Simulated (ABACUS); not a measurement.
**Ba in ABACUS: the effect of target pressure**

Ba:

```
Ba
1.0
    -2.50650    2.50650    2.50650
     2.50650   -2.50650    2.50650
     2.50650    2.50650   -2.50650
Ba
1
Direct
  0.00000 0.00000 0.00000
```

Alike in all runs:

| Quantity | Value |
| --- | --- |
| Program | ABACUS 3.10.1 |
| Task | relaxation of cell and atoms |
| Functional | PBE |
| Potentials or basis | PseudoDojo NC SR 0.4.1 PBE standard |
| Cutoff | 776 eV |
| Density cutoff | 3102 eV |
| Basis | plane waves |
| k mesh | 6 × 6 × 6 |
| Occupations | fermi-dirac, width 0.05 eV |
| Spin | no spin polarisation |

Each run relaxes the cell or the atoms first.

Question: One run gave: relaxed volume 63.61 Å³/atom. Which target pressure did it use?
A. 20 GPa
B. 0 GPa
C. 30 GPa
D. 5 GPa
E. 10 GPa

Answer: B.

```tsv
target pressure	relaxed volume (Å³/atom)
0 GPa	63.61
5 GPa	43.49
10 GPa	36.45
20 GPa	28.68
30 GPa	25.48
```

Caveats: this release of the barium file is off; the volume moved by over 15 % at a fixed basis, so the end points are rough (some runs).
